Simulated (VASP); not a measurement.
# C (Fd-3m) in VASP: notebook, part 2 of 3

VASP 6.6.1. The steps go on from the part before.

## (3) Dielectric tensor, LDA

Contents of INCAR:

```
SYSTEM = C
  ALGO = Normal
  EDIFF = 1E-8
  ENCUT = 520
  ISIF = 2
  ISMEAR = 0
  LASPH = .TRUE.
  LCHARG = .FALSE.
  LEPSILON = .TRUE.
  LREAL = .FALSE.
  LWAVE = .FALSE.
  NELM = 100
  PREC = Accurate
  SIGMA = 0.01
```

Contents of KPOINTS:

```
k-points
0
G
  5 5 5
  0 0 0
```

Contents of POSCAR:

```
C
1.0
    0.0000000000      1.7833700000      1.7833700000
    1.7833700000      0.0000000000      1.7833700000
    1.7833700000      1.7833700000      0.0000000000
C
2
Direct
    0.7500000000      0.7500000000      0.7500000000
    0.5000000000      0.5000000000      0.5000000000
```

Potentials or basis: VASP PAW LDA potentials, release 64 (C).

The run is started by

```
$ cat potpaw_LDA.64/C/POTCAR > POTCAR
$ mpirun -np 1 vasp_std > vasp.out
```

OUTCAR:

```text
SYSTEM = C
   EDIFF = 1E-8
   ENCUT = 520
   ISIF = 2
   ISMEAR = 0
   LASPH = .TRUE.
   LEPSILON = .TRUE.
   LREAL = .FALSE.
   NELM = 100
   PREC = Accurate

 Found     10 irreducible k-points:

 Following reciprocal coordinates:
            Coordinates               Weight
  0.000000  0.000000  0.000000      1.000000
  0.200000  0.000000  0.000000      8.000000
  0.400000  0.000000  0.000000      8.000000
  0.200000  0.200000  0.000000      6.000000
  0.400000  0.200000  0.000000     24.000000
 -0.400000  0.200000  0.000000     24.000000
   k-points           NKPTS =     10   k-points in BZ     NKDIM =     10   number of bands    NBANDS=      8
   number of dos      NEDOS =    301   number of ions     NIONS =      2
   total plane-waves  NPLWV =   8000
   dimension x,y,z NGX =    20 NGY =   20 NGZ =   20
   dimension x,y,z NGXF=    40 NGYF=   40 NGZF=   40
   ions per type =               2
   NGX,Y,Z   is equivalent  to a cutoff of  13.18, 13.18, 13.18 a.u.
   NGXF,Y,Z  is equivalent  to a cutoff of  26.37, 26.37, 26.37 a.u.
 SYSTEM =  C
   PREC   = accura    normal or accurate (medium, high low for compatibility)
   ISTART =      0    job   : 0-new  1-cont  2-samecut
   ICHARG =      2    charge: 1-file 2-atom 10-const
   ISPIN  =      1    spin polarized calculation?
   LNONCOLLINEAR =      F non collinear calculations
   LSORBIT =      F    spin-orbit coupling
   LASPH  =      T    aspherical Exc in radial PAW
   ENCUT  =  520.0 eV  38.22 Ry    6.18 a.u.   4.69  4.69  4.69*2*pi/ulx,y,z
   NELM   =    100;   NELMIN=  2; NELMDL= -5     # of ELM steps
   EDIFF  = 0.1E-07   stopping-criterion for ELM
   LREAL  =      F    real-space projection
   EDIFFG = 0.1E-06   stopping-criterion for IOM
   NSW    =      0    number of steps for IOM
   IBRION =     -1    ionic relax: 0-MD 1-quasi-New 2-CG
   NFREE  =      0    steps in history (QN), initial steepest desc. (CG)
   ISIF   =      2    stress and relaxation
   ISYM   =      2    0-nonsym 1-usesym 2-fastsym
   POTIM  = 0.5000    time-step for ionic-motion
   TEBEG  =    0.0;   TEEND  =   0.0 temperature during run
   PSTRESS=    0.0 pullay stress
   NELECT =       8.0000    total number of electrons
   NUPDOWN=      -1.0000    fix difference up-down
   EMIN   =  10.00;   EMAX   =-10.00  energy-range for DOS
   EFERMI =   0.00;   METHOD = LEGACY
   ISMEAR =     0;   SIGMA  =   0.01  broadening in eV -4-tet -1-fermi 0-gaus
   EFERMI_NEDOS =   21; number of points for ismear=-14 and -15
   IALGO  =     38    algorithm
   IMIX   =      4    mixing-type and parameters
     AMIX     =   0.40;   BMIX     =  1.00
     AMIX_MAG =   1.60;   BMIX_MAG =  1.00
  volume/ion in A,a.u.               =       5.67        38.28
  Fermi-wavevector in a.u.,A,eV,Ry     =   1.457203  2.753714 28.891161  2.123440
  Thomas-Fermi vector in A             =   2.574032
   LORBIT       =      0    0 simple, 1 ext, 2 COOP (PROOUT), +10 PAW based schemes
   GGA     = CA    functional components
   LHFCALC =     F    Hartree Fock is set to
   AEXX    =    0.0000 exact exchange contribution
   IVDW    =     0    specifies the selected vdW correction
   LEPSILON=     T    determine dielectric tensor
   LRPA    =     F    only Hartree local field effects (RPA)
 non-spin polarized calculation
 Gauss-broadening in eV      SIGMA  =   0.01
  energy-cutoff  :      520.00
  volume of cell :       11.34
 maximum number of plane-waves:       322
[... 82 lines left out ...]
  Direction    XX          YY          ZZ          XY          YZ          ZX
  --------------------------------------------------------------------------------------
  -------------------------------------------------------------------------------------
  Total       -0.8058294     -0.8058294     -0.8058294     -0.0000000     -0.0000000     -0.0000000
  in kB     -113.8149533   -113.8149533   -113.8149533     -0.0000000     -0.0000000     -0.0000000
  external PRESSURE =    -113.8149533 kB  Pullay stress =       0.0000000 kB

 VOLUME and BASIS-vectors are now :
 -----------------------------------------------------------------------------
  energy-cutoff  :      520.00
  volume of cell :       11.34
      direct lattice vectors                 reciprocal lattice vectors
     0.000000000  1.783370000  1.783370000    -0.280368067  0.280368067  0.280368067
     1.783370000  0.000000000  1.783370000     0.280368067 -0.280368067  0.280368067
     1.783370000  1.783370000  0.000000000     0.280368067  0.280368067 -0.280368067

 POSITION                                       TOTAL-FORCE (eV/Angst)
 -----------------------------------------------------------------------------------
      2.67505      2.67505      2.67505         0.000000     -0.000000     -0.000000
      1.78337      1.78337      1.78337        -0.000000      0.000000      0.000000
 -----------------------------------------------------------------------------------
    total drift:                                0.000000     -0.000000      0.000000

  FREE ENERGIE OF THE ION-ELECTRON SYSTEM (eV)
  ---------------------------------------------------
  free  energy   TOTEN  =       -20.2017396733 eV

  energy  without entropy=      -20.2017396733  energy(sigma->0) =      -20.20173967

 HEAD OF MICROSCOPIC STATIC DIELECTRIC TENSOR (INDEPENDENT PARTICLE, excluding Hartree and local field effects)
 ------------------------------------------------------
           6.671482     0.000000    -0.000000
          -0.000000     6.671482     0.000000
           0.000000     0.000000     6.671482
 ------------------------------------------------------

 Free energy of the ion-electron system (eV)
  ---------------------------------------------------
  ---------------------------------------------------
  free energy    TOTEN  =        -0.18140701 eV

  energy without entropy =       -0.18140701

------------------------ aborting loop because EDIFF is reached ----------------------------------------

--------------------------------------- Ionic step        2  -------------------------------------------

------------------------ aborting loop because EDIFF is reached ----------------------------------------

--------------------------------------- Ionic step        3  -------------------------------------------

 Free energy of the ion-electron system (eV)
  ---------------------------------------------------
  ---------------------------------------------------
  free energy    TOTEN  =        -0.18140701 eV

  energy without entropy =       -0.18140701

------------------------ aborting loop because EDIFF is reached ----------------------------------------

 PIEZOELECTRIC TENSOR FIELD DIRECTION 3  (e Angst)
 -----------------------------------------------------------------------------
     0.00046  0.00000  0.00000           ( -0.00000 -0.00000  0.00000)
    -0.00000  0.00046  0.00000           ( -0.00000 -0.00000  0.00000)
     0.00000  0.00000 -0.00120           (  0.00000  0.00000 -0.00000)

 PIEZOELECTRIC TENSOR FIELD DIRECTION 3  (C/m^2)
 -----------------------------------------------------------------------------
     0.00066  0.00000  0.00000
    -0.00000  0.00066  0.00000
     0.00000  0.00000 -0.00170

 MACROSCOPIC STATIC DIELECTRIC TENSOR (including local field effects in DFT)
 ------------------------------------------------------
           6.477714     0.000000    -0.000000
          -0.000000     6.477714     0.000000
           0.000000     0.000000     6.477714
 ------------------------------------------------------

 PIEZOELECTRIC TENSOR (including local field effects)  for field in x, y, z        (e  Angst)
          XX          YY          ZZ          XY          YZ          ZX
  --------------------------------------------------------------------------------
  x    -0.00000     0.00000     0.00000     0.00000    -0.00000    -0.00000
  y     0.00000     0.00000     0.00000    -0.00000    -0.00000     0.00000
  z     0.00000     0.00000     0.00000     0.00000    -0.00000     0.00000

 PIEZOELECTRIC TENSOR (including local field effects)  for field in x, y, z        (C/m^2)
          XX          YY          ZZ          XY          YZ          ZX
  --------------------------------------------------------------------------------
  x    -0.00000     0.00000     0.00000     0.00000    -0.00000    -0.00000
  y     0.00000     0.00000     0.00000    -0.00000    -0.00000     0.00000
  z     0.00000     0.00000     0.00000     0.00000    -0.00000     0.00000

 BORN EFFECTIVE CHARGES (including local field effects) (in |e|, cummulative output)
 ---------------------------------------------------------------------------------
 ion    1
    1    -0.00000     0.00000     0.00000
    2    -0.00000    -0.00000     0.00000
    3    -0.00000    -0.00000    -0.00000
 ion    2
    1     0.00000     0.00000     0.00000
    2     0.00000     0.00000    -0.00000
    3     0.00000     0.00000     0.00000
```

Run time: 9.5 s. Hardware: 1 thread of Intel Xeon Platinum 8559C (Emerald Rapids), shared host; peak memory 0.11 GiB.

The run converged, but some of its settings lie outside the range that counts as converged, so its numbers aren't taken as properties of the crystal.

Results:

```yaml
Band_gap_on_the_k_mesh: 4.13 eV, indirect (least direct gap 5.54 eV)
Electronic_dielectric_tensor_diagonal: 6.48
Born_charges_mean_of_the_diagonal: C +0.00 e
```

Caveat: the k mesh is coarse (spacing up to 0.61 Å⁻¹), so the values aren't converged; an odd mesh through Γ misses points on the zone boundary, where band edges often lie.

## (4) Dielectric tensor, LDA

INCAR, as its differences from that of step 3:

```diff
@@ -3,3 +3,3 @@
   EDIFF = 1E-8
-  ENCUT = 520
+  ENCUT = 650
   ISIF = 2
```

KPOINTS is that of step 3.

POSCAR is that of step 3.

Potentials or basis: VASP PAW LDA potentials, release 64 (C).

The run is started by

```
$ cat potpaw_LDA.64/C/POTCAR > POTCAR
$ mpirun -np 1 vasp_std > vasp.out
```

OUTCAR:

```text
SYSTEM = C
   EDIFF = 1E-8
   ENCUT = 650
   ISIF = 2
   ISMEAR = 0
   LASPH = .TRUE.
   LEPSILON = .TRUE.
   LREAL = .FALSE.
   NELM = 100
   PREC = Accurate

 Found     10 irreducible k-points:

 Following reciprocal coordinates:
            Coordinates               Weight
  0.000000  0.000000  0.000000      1.000000
  0.200000  0.000000  0.000000      8.000000
  0.400000  0.000000  0.000000      8.000000
  0.200000  0.200000  0.000000      6.000000
  0.400000  0.200000  0.000000     24.000000
 -0.400000  0.200000  0.000000     24.000000
   k-points           NKPTS =     10   k-points in BZ     NKDIM =     10   number of bands    NBANDS=      8
   number of dos      NEDOS =    301   number of ions     NIONS =      2
   total plane-waves  NPLWV =  13824
   dimension x,y,z NGX =    24 NGY =   24 NGZ =   24
   dimension x,y,z NGXF=    48 NGYF=   48 NGZF=   48
   ions per type =               2
   NGX,Y,Z   is equivalent  to a cutoff of  15.82, 15.82, 15.82 a.u.
   NGXF,Y,Z  is equivalent  to a cutoff of  31.64, 31.64, 31.64 a.u.
 SYSTEM =  C
   PREC   = accura    normal or accurate (medium, high low for compatibility)
   ISTART =      0    job   : 0-new  1-cont  2-samecut
   ICHARG =      2    charge: 1-file 2-atom 10-const
   ISPIN  =      1    spin polarized calculation?
   LNONCOLLINEAR =      F non collinear calculations
   LSORBIT =      F    spin-orbit coupling
[... 178 lines left out ...]
  free energy    TOTEN  =        -0.18135785 eV

  energy without entropy =       -0.18135785

------------------------ aborting loop because EDIFF is reached ----------------------------------------

 PIEZOELECTRIC TENSOR FIELD DIRECTION 3  (e Angst)
 -----------------------------------------------------------------------------
     0.00046  0.00000  0.00000           ( -0.00000 -0.00000  0.00000)
     0.00000  0.00046  0.00000           ( -0.00000 -0.00000  0.00000)
     0.00000  0.00000 -0.00120           (  0.00000  0.00000 -0.00000)

 PIEZOELECTRIC TENSOR FIELD DIRECTION 3  (C/m^2)
 -----------------------------------------------------------------------------
     0.00066  0.00000  0.00000
     0.00000  0.00066  0.00000
     0.00000  0.00000 -0.00170

 MACROSCOPIC STATIC DIELECTRIC TENSOR (including local field effects in DFT)
 ------------------------------------------------------
           6.475811     0.000000     0.000000
          -0.000000     6.475811    -0.000000
           0.000000    -0.000000     6.475811
 ------------------------------------------------------

 PIEZOELECTRIC TENSOR (including local field effects)  for field in x, y, z        (e  Angst)
          XX          YY          ZZ          XY          YZ          ZX
  --------------------------------------------------------------------------------
  x     0.00000     0.00000     0.00000     0.00000     0.00000    -0.00000
  y     0.00000     0.00000     0.00000    -0.00000     0.00000     0.00000
  z     0.00000     0.00000     0.00000     0.00000     0.00000    -0.00000

 PIEZOELECTRIC TENSOR (including local field effects)  for field in x, y, z        (C/m^2)
          XX          YY          ZZ          XY          YZ          ZX
  --------------------------------------------------------------------------------
  x     0.00000     0.00000     0.00000     0.00000     0.00000    -0.00000
  y     0.00000     0.00000     0.00000    -0.00000     0.00000     0.00000
  z     0.00000     0.00000     0.00000     0.00000     0.00000    -0.00000

 BORN EFFECTIVE CHARGES (including local field effects) (in |e|, cummulative output)
 ---------------------------------------------------------------------------------
 ion    1
    1    -0.00000     0.00000     0.00000
    2    -0.00000     0.00000     0.00000
    3    -0.00000     0.00000    -0.00000
 ion    2
    1     0.00000     0.00000     0.00000
    2     0.00000    -0.00000    -0.00000
    3     0.00000    -0.00000     0.00000
```

OSZICAR:

```text
[... 16 lines left out ...]
RMM:   1    -0.172822180726E+00   -0.17282E+00   -0.67490E-01   561   0.268E+00
RMM:   2    -0.177700630959E+00   -0.48785E-02   -0.14294E-03   449   0.342E-01    0.742E-01
RMM:   3    -0.175202040062E+00    0.24986E-02   -0.92764E-04   444   0.282E-01    0.433E-01
RMM:   4    -0.180906902566E+00   -0.57049E-02   -0.13454E-03   447   0.345E-01    0.332E-02
RMM:   5    -0.181337571243E+00   -0.43067E-03   -0.15267E-05   450   0.366E-02    0.309E-03
RMM:   6    -0.181353754896E+00   -0.16184E-04   -0.10434E-07   464   0.314E-03    0.155E-03
RMM:   7    -0.181356864241E+00   -0.31093E-05   -0.10323E-08   465   0.109E-03    0.168E-04
RMM:   8    -0.181357949968E+00   -0.10857E-05   -0.34567E-10   383   0.168E-04    0.317E-05
RMM:   9    -0.181357845798E+00    0.10417E-06    0.00000E+00   188   0.332E-05    0.433E-06
```

stdout:

```text
POSCAR found type information on POSCAR C
 POSCAR found :  1 types and       2 ions
 scaLAPACK will be used
 LDA part: xc-table for (Slater(with rela. corr.)+CA(PZ))
 , standard interpolation
 POSCAR, INCAR and KPOINTS ok, starting setup
 FFT: planning ... GRIDC
 FFT: planning ... GRID_SOFT
 FFT: planning ... GRID
 WAVECAR not read
 entering main loop
 Linear response reoptimize wavefunctions to high precision
 Linear response G [H, r] |phi>, progress :
  Direction:   1
 Linear response G [H, r] |phi>, progress :
  Direction:   2
 Linear response G [H, r] |phi>, progress :
  Direction:   3
 Linear response to external field (no local field effect), progress :
  Direction:   1
 dielectric tensor                  component  1 :     7.847     3.219     0.808
 Linear response to external field (no local field effect), progress :
  Direction:   2
 dielectric tensor                  component  2 :     3.219     7.851    -0.877
 Linear response to external field (no local field effect), progress :
  Direction:   3
 dielectric tensor                  component  3 :     0.808    -0.877     4.311
 Linear response to external field, progress :
  Direction:   1
 dielectric tensor                  component  1 :     6.476     2.344     0.629
 Linear response to external field, progress :
  Direction:   2
 dielectric tensor                  component  2 :     2.211     6.476    -0.674
 Linear response to external field, progress :
  Direction:   3
 dielectric tensor                  component  3 :     0.494     1.042     6.476
 Born effective charges drift removed
```

Run time: 8.9 s. Hardware: 1 thread of Intel Xeon Platinum 8559C (Emerald Rapids), shared host; peak memory 0.12 GiB.

The run converged, but some of its settings lie outside the range that counts as converged, so its numbers aren't taken as properties of the crystal.

Results:

```yaml
Band_gap_on_the_k_mesh: 4.13 eV, indirect (least direct gap 5.54 eV)
Electronic_dielectric_tensor_diagonal: 6.48
Born_charges_mean_of_the_diagonal: C +0.00 e
```

Caveat: the k mesh is coarse (spacing up to 0.61 Å⁻¹), so the values aren't converged; an odd mesh through Γ misses points on the zone boundary, where band edges often lie.

[end of part 2 of 3]
